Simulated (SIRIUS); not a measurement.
Runs of SIRIUS 7.10.0 on Si2Mo. It takes space group I4/mmm (No. 139, tetragonal). The conventional cell has a = 3.200 Å, b = 3.200 Å, c = 7.861 Å, α = 90.00°, β = 90.00°, γ = 90.00°. Mo (site symmetry 4/mmm) has 10 Si at 2.62 Å as nearest neighbours. Around Si (site symmetry 4mm) lie 5 Si at 2.61 to 2.63 Å and 5 Mo at 2.62 Å. 

| level | U | k mesh | radial cutoff for the potentials' integrals | form of the Hubbard term | hubbard projectors | start of the occupations | gap on the mesh (eV) | pressure (GPa) | largest force (eV/Å) |
| --- | --- | --- | --- | --- | --- | --- | --- | --- | --- |
| PBE+U | Mo d U = 2 eV | 8 × 8 × 8 | 6.5 bohr | simplified (Dudarev) | orthogonalised atomic orbitals | the program's own | none | 1.7 | 0.41 |
| PBE+U | Mo d U = 8 eV | 8 × 8 × 8 | 6.5 bohr | simplified (Dudarev) | orthogonalised atomic orbitals | the program's own | 0.00 | 1.7 | 0.85 |
| PBE | - | 8 × 8 × 8 | 6.5 bohr | - | - | - | none | 2.3 | 0.31 |
| PBE | - | 12 × 12 × 12 | - | - | - | - | none | 2.3 | (b) |
| PBE+U | Mo d U = 6 eV | 8 × 8 × 8 | 6.5 bohr | simplified (Dudarev) | orthogonalised atomic orbitals | the program's own | none | (a) | 0.71 |

Alike in all rows: task single point; potentials or basis PseudoDojo 0.4.1 PBE standard (scalar relativistic); no spin polarisation; cell as given; cutoff (eV) 1102; smearing fermi-dirac 0.05 eV.

Task: Estimate the missing entries.

Result: (a) 1.2; (b) 0.28.

Caveats: the U is typed as a test and isn't derived for this compound (some runs); U without spin polarisation on a metal has little footing (some runs).

A k mesh can miss the band edges, and the runs leave out spin-orbit coupling on Mo.

A gap of «none» marks a metal or a gap under the smearing width.
